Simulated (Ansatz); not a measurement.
W: do energies and stresses tell the same story?

Method: DFT PBEsol, scalar-relativistic, plane waves, PAW in Ansatz.

Plane waves to 420 eV, a k mesh through Γ of 18×18×18 on the computed 1-atom cell and Gaussian smearing (0.10 eV); no spin polarisation.

Relaxed cell: Fm-3m, a = 3.998 Å, b = 3.998 Å, c = 3.998 Å, α = 90.00°, β = 90.00°, γ = 90.00°, 1 atom in the primitive cell. This fcc form isn't the element's structure at ambient conditions.

Energies at zero smearing and pressures from the stress tensor, at volumes with shape and atoms relaxed:
```csv
V (Å³/atom),E − E(first) (meV/atom),P (GPa)
14.059,0.00,49.35
14.538,-124.66,34.32
15.017,-207.44,21.17
15.497,-253.04,9.72
15.976,-266.77,0.00
16.455,-253.80,-8.34
16.934,-217.77,-15.57
17.574,-138.90,-23.69
```

Q: Check P = −dE/dV between neighbouring volumes, and get the bulk modulus from the pressures alone.

A: With 1 eV/Å³ = 160.2 GPa:
```json
{"middle V (Å³/atom)": "14.298", "−ΔE/ΔV (GPa)": "41.674", "mean P (GPa)": "41.834"}
{"middle V (Å³/atom)": "14.778", "−ΔE/ΔV (GPa)": "27.669", "mean P (GPa)": "27.743"}
{"middle V (Å³/atom)": "15.257", "−ΔE/ΔV (GPa)": "15.244", "mean P (GPa)": "15.443"}
{"middle V (Å³/atom)": "15.736", "−ΔE/ΔV (GPa)": "4.589", "mean P (GPa)": "4.859"}
{"middle V (Å³/atom)": "16.216", "−ΔE/ΔV (GPa)": "-4.335", "mean P (GPa)": "-4.174"}
{"middle V (Å³/atom)": "16.695", "−ΔE/ΔV (GPa)": "-12.044", "mean P (GPa)": "-11.956"}
{"middle V (Å³/atom)": "17.254", "−ΔE/ΔV (GPa)": "-19.774", "mean P (GPa)": "-19.632"}
```

The two differ by 0.27 GPa at most. The mean of two end pressures misses the average over a step by about ΔV² P″/12, up to 0.16 GPa here; with that taken off 0.16 GPa remains. The stress is the derivative of the free energy, not of the energy at zero smearing, and with free energies 0.04 GPa remains. Around V = 15.976 Å³/atom, the two neighbours give B = −V ΔP/ΔV = 15.976 × 18.07 / 0.959 = 301.1 GPa, against B0 = 300.8 GPa from the Birch–Murnaghan fit of the energies.

Spin–orbit coupling is left out, which can shift energies with elements as heavy as these.